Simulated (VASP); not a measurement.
# CdSe (Cadmoselite) (P6_3mc) in VASP: notebook, part 2 of 2

VASP 6.6.1.

### Step 3. Single point, PBE exchange alone

This run uses another cell than the first one, of 29.79 Å³/atom, 0.959 times its volume.

Contents of INCAR:

```
AGGAC    = 0.0          
ALDAC    = 0.0          
ALGO     = Normal         # electronic algorithm
EDIFF    = 1E-6           # SCF threshold, eV
ENCUT    = 520            # plane-wave cutoff, eV
GGA      = PE             # functional
ISIF     = 2              # what is computed and relaxed
ISMEAR   = -1             # smearing method
LASPH    = True           # aspherical terms in the spheres
LCHARG   = False          # write CHGCAR
LREAL    = False          # projectors in reciprocal space
LWAVE    = False          # write WAVECAR
NBANDS   = 26             # bands
NELM     = 80             # most SCF steps
PREC     = Accurate       # precision mode
SIGMA    = 0.05           # smearing width, eV
```

Contents of KPOINTS:

```
k-points
0
Gamma
  7 7 4
```

Contents of POSCAR:

```
CdSe
1.0
    4.3843351364      0.0000000000      0.0000000000
   -2.1921675682      3.7969456069      0.0000000000
    0.0000000000      0.0000000000      7.1576820134
Cd Se
2 2
Direct
    0.6666666667      0.3333333333      0.5000000000
    0.3333333333      0.6666666667      0.0000000000
    0.6666666667      0.3333333333      0.8850000000
    0.3333333333      0.6666666667      0.3850000000
```

Potentials or basis: VASP PAW PBE potentials, release 64 (Cd, Se).

The run is started by

```sh
$ cat potpaw_PBE.64/Cd/POTCAR potpaw_PBE.64/Se/POTCAR > POTCAR
$ mpirun -np 1 vasp_std > vasp.out
```

OUTCAR:

```text
EDIFF = 1E-6
   ENCUT = 520
   GGA = PE
   ISIF = 2
   ISMEAR = -1
   LASPH = True
   LREAL = False
   NELM = 80
   PREC = Accurate

 ion  position               nearest neighbor table
   1  0.667  0.333  0.500-   4 2.66   4 2.66   4 2.66   3 2.76
   2  0.333  0.667  0.000-   3 2.66   3 2.66   3 2.66   4 2.76
   3  0.667  0.333  0.885-   2 2.66   2 2.66   2 2.66   1 2.76
   4  0.333  0.667  0.385-   1 2.66   1 2.66   1 2.66   2 2.76

  LATTYP: Found a hexagonal cell.
 ALAT       =     4.3843351364
 C/A-ratio  =     1.6325581395

  Lattice vectors:

 A1 = (   4.3843351364,   0.0000000000,   0.0000000000)
 A2 = (  -2.1921675682,   3.7969456069,   0.0000000000)
 A3 = (   0.0000000000,   0.0000000000,   7.1576820134)

Analysis of symmetry for initial positions (statically):
=====================================================================
 Subroutine PRICEL returns:
 Original cell was already a primitive cell.

[... 169 lines left out ...]
  ---------------------------------------------------
  free energy    TOTEN  =        -6.81477186 eV

  energy without entropy =       -6.81469688  energy(sigma->0) =       -6.81473437

 E-fermi :   2.2238     XC(G=0):  -7.1653

 val. band max:        1.9240354564   @ k =   0.0000   0.0000   0.0000
 cond. band min:       2.4488184005   @ k =   0.0000   0.0000   0.0000
 fundamental gap:      0.5247829441
 Fermi energy:         2.2238101868

 k-point     1 :       0.0000    0.0000    0.0000
  band No.  band energies     occupation
      1     -10.3779      2.00000
      2     -10.0583      2.00000
      3      -5.7643      2.00000
      4      -5.7643      2.00000
      5      -5.7153      2.00000
      6      -5.7153      2.00000
[... 685 lines left out ...]
     25       9.8818      0.00000
     26       9.8818      0.00000

------------------------ aborting loop because EDIFF is reached ----------------------------------------

  FORCE on cell =-STRESS in cart. coord.  units (eV):
  Direction    XX          YY          ZZ          XY          YZ          ZX
  --------------------------------------------------------------------------------------
  -------------------------------------------------------------------------------------
  Total        5.9575389      5.9575389      4.6248623      0.0000000      0.0000000      0.0000000
  in kB       80.1063504     80.1063504     62.1868948      0.0000000      0.0000000      0.0000000
  external PRESSURE =      74.1331985 kB  Pullay stress =       0.0000000 kB

 VOLUME and BASIS-vectors are now :
 -----------------------------------------------------------------------------
  energy-cutoff  :      520.00
  volume of cell :      119.15
      direct lattice vectors                 reciprocal lattice vectors
     4.384335136  0.000000000  0.000000000     0.228084754  0.131684794  0.000000000
    -2.192167568  3.796945607  0.000000000     0.000000000  0.263369588  0.000000000
     0.000000000  0.000000000  7.157682013     0.000000000  0.000000000  0.139710034

 POSITION                                       TOTAL-FORCE (eV/Angst)
 -----------------------------------------------------------------------------------
      2.19217      1.26565      3.57884        -0.000000      0.000000      0.282336
     -0.00000      2.53130      0.00000         0.000000     -0.000000      0.282336
      2.19217      1.26565      6.33455         0.000000      0.000000     -0.282336
     -0.00000      2.53130      2.75571         0.000000      0.000000     -0.282336
 -----------------------------------------------------------------------------------
    total drift:                               -0.000000      0.000000      0.000229

  FREE ENERGIE OF THE ION-ELECTRON SYSTEM (eV)
  ---------------------------------------------------
  free  energy   TOTEN  =        -6.8147718581 eV

  energy  without entropy=       -6.8146968757  energy(sigma->0) =       -6.81473437
```

OSZICAR:

```text
N       E                     dE             d eps       ncg     rms          rms(c)
DAV:   1     0.241105620749E+03    0.24111E+03   -0.16934E+04  1248   0.124E+03
DAV:   2     0.507902542587E+01   -0.23603E+03   -0.22811E+03  1362   0.305E+02
DAV:   3    -0.762411826869E+01   -0.12703E+02   -0.12622E+02  1476   0.700E+01
DAV:   4    -0.773415078875E+01   -0.11003E+00   -0.10993E+00  1388   0.621E+00
DAV:   5    -0.773486981532E+01   -0.71903E-03   -0.71899E-03  1452   0.490E-01    0.709E+00
DAV:   6    -0.683110692543E+01    0.90376E+00   -0.17915E+00  1556   0.135E+01    0.588E+00
DAV:   7    -0.681194835323E+01    0.19159E-01   -0.50074E-01  1320   0.360E+00    0.304E+00
DAV:   8    -0.681515216071E+01   -0.32038E-02   -0.40318E-02  1280   0.207E+00    0.331E-01
DAV:   9    -0.681451749982E+01    0.63466E-03   -0.68943E-03  1380   0.927E-01    0.100E-01
DAV:  10    -0.681474085833E+01   -0.22336E-03   -0.80497E-04  1288   0.259E-01    0.805E-02
DAV:  11    -0.681479543208E+01   -0.54574E-04   -0.14613E-04  1356   0.870E-02    0.231E-02
DAV:  12    -0.681477121631E+01    0.24216E-04   -0.61053E-05  1298   0.675E-02    0.613E-03
DAV:  13    -0.681477185812E+01   -0.64181E-06   -0.76444E-06  1334   0.138E-02
   1 F= -.68147719E+01 E0= -.68147344E+01  d E =-.749825E-04
```

stdout:

```text
POSCAR found type information on POSCAR CdSe
 POSCAR found :  2 types and       4 ions
 scaLAPACK will be used
 LDA part: xc-table for (Slater+PW92), standard interpolation
 POSCAR, INCAR and KPOINTS ok, starting setup
 FFT: planning ... GRIDC
 FFT: planning ... GRID_SOFT
 FFT: planning ... GRID
 WAVECAR not read
 entering main loop
```

It took 35 s on 1 thread of Intel Xeon 6975P-C (Granite Rapids), shared host; peak memory 0.27 GiB.

What came out:

```
Free energy            : -6.8148 eV
Pressure               : 7.4 GPa
Largest force          : 0.282 eV/Å
Band gap on the k mesh : 0.52 eV, direct
```

Forces in eV/Å, atoms in the order of the input:
```
Cd   0.000  0.000  0.282
Cd   0.000  0.000  0.282
Se   0.000  0.000 -0.282
Se   0.000  0.000 -0.282
```

Levels at points of the mesh, in eV from the valence-band top:
| k point | band 15 | band 16 | band 17 | band 18 | band 19 | band 20 | band 21 | band 22 |
| --- | --- | --- | --- | --- | --- | --- | --- | --- |
| (0.00, 0.00, 0.00) | -0.64 | 0.00 | 0.00 | 0.00 | 0.52 | 2.01 | 5.85 | 5.85 |
| (0.00, 0.00, 0.50) | -0.33 | -0.33 | -0.33 | -0.33 | 2.17 | 2.17 | 5.76 | 5.76 |

### Step 4. Single point, r2SCAN

This run uses another cell than the first one, of 28.86 Å³/atom, 0.929 times its volume.

Contents of POSCAR:

```
CdSe
1.0
    4.3402296618      0.0000000000      0.0000000000
   -2.1701148309      3.7587491454      0.0000000000
    0.0000000000      0.0000000000      7.0771492701
Cd Se
2 2
Direct
    0.6666666667      0.3333333333      0.5045286287
    0.3333333333      0.6666666667      0.0045286287
    0.6666666667      0.3333333333      0.8804713713
    0.3333333333      0.6666666667      0.3804713713
```

Contents of INCAR.step1:

```
SYSTEM = CdSe
PREC = Accurate
ENCUT = 520
ISMEAR = -1
SIGMA = 0.05
LREAL = .False.
LASPH = .True.
NELM = 100
NBANDS = 26
GGA = PE
ALGO = Normal
EDIFF = 1E-4
LWAVE = .True.
LCHARG = .False.
```

Contents of INCAR.step2:

```
SYSTEM = CdSe
PREC = Accurate
ENCUT = 520
EDIFF = 1E-6
ISMEAR = -1
SIGMA = 0.05
LREAL = .False.
LASPH = .True.
NELM = 100
ALGO = Normal
ISIF = 2
LWAVE = .False.
LCHARG = .True.
METAGGA = R2SCAN
LMIXTAU = .True.
LELF = .True.
LVHAR = .True.
NBANDS = 26
ISTART = 1
```

Contents of KPOINTS:

```
Automatic mesh
0
Gamma
  7 7 4
  0 0 0
```

The run is started by

```sh
$ cat potpaw_PBE.64/Cd/POTCAR potpaw_PBE.64/Se/POTCAR > POTCAR
$ cp INCAR.step1 INCAR
$ mpirun -np 1 vasp_std > vasp.out
$ cp INCAR.step2 INCAR
$ mpirun -np 1 vasp_std > vasp.out
```

It took 96 s on 1 thread of Intel Xeon 6975P-C (Granite Rapids), shared host; peak memory 0.27 GiB.

It converged, with:

```yaml
Free_energy: -71.8318 eV
Pressure: 0.2 GPa
Band_gap_on_the_k_mesh: 1.09 eV, direct
```

Levels at points of the mesh, in eV from the valence-band top:
```tsv
k point	band 16	band 17	band 18	band 19	band 20	band 21
(0.00, 0.00, 0.00)	-0.04	0.00	0.00	1.09	2.64	6.38
(0.00, 0.00, 0.50)	-0.38	-0.38	-0.38	2.78	2.78	6.27
```

Caveat: the PAW data sets were made with another functional, which shifts forces and pressure a little.

### Step 5. Relaxation of cell and atoms, r2SCAN

This run uses another cell than the first one, of 28.10 Å³/atom, 0.905 times its volume.

Contents of POSCAR:

```
CdSe
1.0
    4.3000000000      0.0000000000      0.0000000000
   -2.1500000000      3.7239092363      0.0000000000
    0.0000000000      0.0000000000      7.0200000000
Cd Se
2 2
Direct
    0.6666666667      0.3333333333      0.5000000000
    0.3333333333      0.6666666667      0.0000000000
    0.6666666667      0.3333333333      0.8850000000
    0.3333333333      0.6666666667      0.3850000000
```

Contents of INCAR.step1:

```
PREC = Accurate ; ENCUT = 600
ISMEAR = -1 ; SIGMA = 0.05
LREAL = F ; LASPH = T
NELM = 100 ; GGA = PE
ALGO = Normal ; EDIFF = 1E-4
LWAVE = T ; LCHARG = F
```

Contents of INCAR.step2:

```
PREC = Accurate ; ENCUT = 600
EDIFF = 1E-7 ; ISMEAR = -1
SIGMA = 0.05 ; LREAL = F
LASPH = T ; NELM = 100
ALGO = Normal ; ISIF = 3
LWAVE = F ; LCHARG = F
METAGGA = R2SCAN ; LMIXTAU = T
IBRION = 2 ; NSW = 60
EDIFFG = -0.01 ; ISTART = 1
```

Contents of KPOINTS:

```
regular mesh
0
Gamma
  7 7 4
```

The run is started by

```sh
$ cat potpaw_PBE.64/Cd/POTCAR potpaw_PBE.64/Se/POTCAR > POTCAR
$ cp INCAR.step1 INCAR
$ mpirun -np 1 vasp_std > vasp.out
$ cp INCAR.step2 INCAR
$ mpirun -np 1 vasp_std > vasp.out
```

It took 12 min on 1 thread of Intel Xeon 6975P-C (Granite Rapids), shared host; peak memory 0.32 GiB.

The run converged. Its results:

- Free energy: -71.8319 eV
- Relaxed volume: 28.99 Å³/atom
- Relaxed cell: a = 4.347 Å, b = 4.347 Å, c = 7.084 Å, α = 90.00°, β = 90.00°, γ = 120.00°
- Space group after relaxing (to 0.05 Å): P6_3mc (No. 186)
- Energy gained by relaxing: 9.4 meV/atom
- Ionic steps: 7
- Pressure after relaxing: 0.0 GPa
- Band gap on the k mesh: 1.09 eV, direct

Forces on the atoms (eV/Å):
```
Cd   0.000  0.000 -0.002
Cd   0.000  0.000 -0.002
Se   0.000  0.000  0.002
Se   0.000  0.000  0.002
```

Step by step:
```csv
step,energy change (eV),largest force (eV/Å),pressure (GPa),volume (Å³)
1,0.0000,0.2857,1.79,112.41
2,-0.0304,0.0450,-0.72,117.59
3,-0.0334,0.0983,-0.19,116.34
4,-0.0351,0.0506,-0.01,115.93
5,-0.0353,0.0267,0.08,115.73
6,-0.0363,0.0200,0.05,115.79
7,-0.0377,0.0023,-0.02,115.94
```

Final structure:
```cif
data_structure
_symmetry_space_group_name_H-M 'P 1'
_symmetry_Int_Tables_number 1
_cell_length_a 4.3473
_cell_length_b 4.3473
_cell_length_c 7.0841
_cell_angle_alpha 90.000
_cell_angle_beta 90.000
_cell_angle_gamma 120.000
_cell_volume 115.94
loop_
_atom_site_label
_atom_site_type_symbol
_atom_site_fract_x
_atom_site_fract_y
_atom_site_fract_z
_atom_site_occupancy
Cd1 Cd 0.66667 0.33333 0.50450 1
Cd2 Cd 0.33333 0.66667 0.00450 1
Se1 Se 0.66667 0.33333 0.88050 1
Se2 Se 0.33333 0.66667 0.38050 1
```

Levels at points of the mesh, in eV from the valence-band top:
```
           k point  band 15  band 16  band 17  band 18  band 19  band 20  band 21  band 22
(0.00, 0.00, 0.00)    -0.73    -0.04     0.00     0.00     1.09     2.63     6.38     6.38
(0.00, 0.00, 0.50)    -0.38    -0.38    -0.38    -0.38     2.77     2.77     6.26     6.26
```

Caveat: the PAW data sets were made with another functional, which shifts forces and pressure a little.

### Step 6. Single point, PBE

This run uses another cell than the first one, of 28.10 Å³/atom, 0.905 times its volume.

Contents of INCAR:

```
SYSTEM = CdSe
PREC = Accurate
ENCUT = 520
EDIFF = 1E-7
ISMEAR = -1
SIGMA = 0.03
LREAL = .FALSE.
LASPH = .TRUE.
NELM = 80
ALGO = Normal
ISIF = 2
LWAVE = .FALSE.
LCHARG = .FALSE.
GGA = PE
NBANDS = 26
```

Contents of KPOINTS:

```
regular mesh
0
G
  5 5 3
  0 0 0
```

POSCAR is that of step 5.

Potentials or basis: VASP PAW PBE potentials, release 64 (Cd, Se).

The run is started by

```sh
$ cat potpaw_PBE.64/Cd/POTCAR potpaw_PBE.64/Se/POTCAR > POTCAR
$ mpirun -np 1 vasp_std > vasp.out
```

OUTCAR:

```text
SYSTEM = CdSe
   PREC = Accurate
   ENCUT = 520
   EDIFF = 1E-7
   ISMEAR = -1
   LREAL = .FALSE.
   LASPH = .TRUE.
   NELM = 80
   ISIF = 2
   GGA = PE

 ion  position               nearest neighbor table
   1  0.667  0.333  0.500-   4 2.61   4 2.61   4 2.61   3 2.70
   2  0.333  0.667  0.000-   3 2.61   3 2.61   3 2.61   4 2.70
   3  0.667  0.333  0.885-   2 2.61   2 2.61   2 2.61   1 2.70
   4  0.333  0.667  0.385-   1 2.61   1 2.61   1 2.61   2 2.70

  LATTYP: Found a hexagonal cell.
 ALAT       =     4.3000000000
 C/A-ratio  =     1.6325581395
[... 473 lines left out ...]
  --------------------------------------------------------------------------------------
  -------------------------------------------------------------------------------------
  Total        2.8727099      2.8727099      1.3520116      0.0000000      0.0000000     -0.0000000
  in kB       40.9447002     40.9447002     19.2702052      0.0000000      0.0000000     -0.0000000
  external PRESSURE =      33.7198685 kB  Pullay stress =       0.0000000 kB

 VOLUME and BASIS-vectors are now :
 -----------------------------------------------------------------------------
  energy-cutoff  :      520.00
  volume of cell :      112.41
      direct lattice vectors                 reciprocal lattice vectors
     4.300000000  0.000000000  0.000000000     0.232558140  0.134267504  0.000000000
    -2.150000000  3.723909236  0.000000000     0.000000000  0.268535009  0.000000000
     0.000000000  0.000000000  7.020000000     0.000000000  0.000000000  0.142450142

 POSITION                                       TOTAL-FORCE (eV/Angst)
 -----------------------------------------------------------------------------------
      2.15000      1.24130      3.51000         0.000000      0.000000      0.294901
     -0.00000      2.48261      0.00000        -0.000000      0.000000      0.294901
      2.15000      1.24130      6.21270        -0.000000      0.000000     -0.294901
     -0.00000      2.48261      2.70270         0.000000      0.000000     -0.294901
 -----------------------------------------------------------------------------------
    total drift:                               -0.000000     -0.000000      0.000074

  FREE ENERGIE OF THE ION-ELECTRON SYSTEM (eV)
  ---------------------------------------------------
  free  energy   TOTEN  =       -10.8890228771 eV

  energy  without entropy=      -10.8890225884  energy(sigma->0) =      -10.88902273
```

OSZICAR:

```text
N       E                     dE             d eps       ncg     rms          rms(c)
DAV:   1     0.237563637994E+03    0.23756E+03   -0.17033E+04   520   0.124E+03
DAV:   2     0.599506291474E-01   -0.23750E+03   -0.23051E+03   580   0.310E+02
DAV:   3    -0.115658640101E+02   -0.11626E+02   -0.11577E+02   634   0.695E+01
DAV:   4    -0.116473780769E+02   -0.81514E-01   -0.81461E-01   570   0.565E+00
DAV:   5    -0.116478882308E+02   -0.51015E-03   -0.51014E-03   602   0.420E-01    0.889E+00
DAV:   6    -0.109244952545E+02    0.72339E+00   -0.12543E+00   640   0.110E+01    0.698E+00
DAV:   7    -0.108902875632E+02    0.34208E-01   -0.54770E-01   552   0.375E+00    0.258E+00
DAV:   8    -0.108886431453E+02    0.16444E-02   -0.57677E-02   552   0.241E+00    0.397E-01
DAV:   9    -0.108887772083E+02   -0.13406E-03   -0.74419E-03   580   0.989E-01    0.114E-01
DAV:  10    -0.108889294965E+02   -0.15229E-03   -0.85593E-04   554   0.316E-01    0.726E-02
DAV:  11    -0.108890229522E+02   -0.93456E-04   -0.20708E-04   548   0.817E-02    0.269E-02
DAV:  12    -0.108890210415E+02    0.19107E-05   -0.35389E-05   622   0.634E-02    0.932E-03
DAV:  13    -0.108890225508E+02   -0.15093E-05   -0.10265E-05   534   0.302E-02    0.309E-03
DAV:  14    -0.108890228001E+02   -0.24932E-06   -0.66905E-07   572   0.420E-03    0.180E-03
DAV:  15    -0.108890228771E+02   -0.76996E-07   -0.28987E-07   454   0.531E-03
   1 F= -.10889023E+02 E0= -.10889023E+02  d E =-.288675E-06
```

Wall time 39 s (1 thread of Intel Xeon 6975P-C, shared host); peak memory 0.23 GiB.

What came out:

```
Free energy            : -10.8890 eV
Pressure               : 3.4 GPa
Largest force          : 0.295 eV/Å
Band gap on the k mesh : 0.70 eV, direct
```

Forces on the atoms (eV/Å):
```
Cd   0.000  0.000  0.295
Cd   0.000  0.000  0.295
Se   0.000  0.000 -0.295
Se   0.000  0.000 -0.295
```

Stress tensor (GPa, compression positive):
```
4.09 0.00 0.00
0.00 4.09 0.00
0.00 0.00 1.93
```

### Step 7. Overview

```csv
task,level,spin,fixed moment (μB),cell,k mesh,cutoff (eV),smearing,gap on the mesh (eV),pressure (GPa),largest force (eV/Å)
single point,RPBE,"collinear, antiferromagnetic start",0.0,"a = 4.448, b = 4.448, c = 7.254 Å, angles 90.0, 90.0, 120.0°, 4 atoms",7 × 7 × 4,520,methfessel-paxton 0.1 eV,-,0.2,-
single point,PBE exchange alone,off,-,"a = 4.384, b = 4.384, c = 7.158 Å, angles 90.0, 90.0, 120.0°, 4 atoms",7 × 7 × 4,520,fermi-dirac 0.05 eV,0.52,7.4,0.28
single point,r2SCAN,off,-,"a = 4.340, b = 4.340, c = 7.077 Å, angles 90.0, 90.0, 120.0°, 4 atoms",7 × 7 × 4,520,fermi-dirac 0.05 eV,1.09,0.2,-
relaxation of cell and atoms,r2SCAN,off,-,"relaxed from a = 4.300, b = 4.300, c = 7.020 Å, angles 90.0, 90.0, 120.0°, 4 atoms",7 × 7 × 4,600,fermi-dirac 0.05 eV,1.09,0.0,-
single point,PBE,off,-,"a = 4.300, b = 4.300, c = 7.020 Å, angles 90.0, 90.0, 120.0°, 4 atoms",5 × 5 × 3,520,fermi-dirac 0.03 eV,0.70,3.4,0.29
```

Alike in all rows: potentials or basis VASP PAW PBE potentials, release 64 (Cd, Se).

Caveats: the PAW data sets were made with another functional, which shifts forces and pressure a little (some runs); the total moment is fixed, so each spin has its own Fermi level (some runs).

Total energies depend on the potentials used, so only differences within one code and one set of settings carry meaning.

### Step 8. Comparison with measurements

Step 4. A measured gap of CdSe is 1.841 eV (2 K; a printed reference work, data compilation); the calculated 1.09 eV misses it by -0.75 eV. Spin-orbit coupling on Cd, Se is left out. The value is that of r2SCAN, without temperature or zero-point motion.
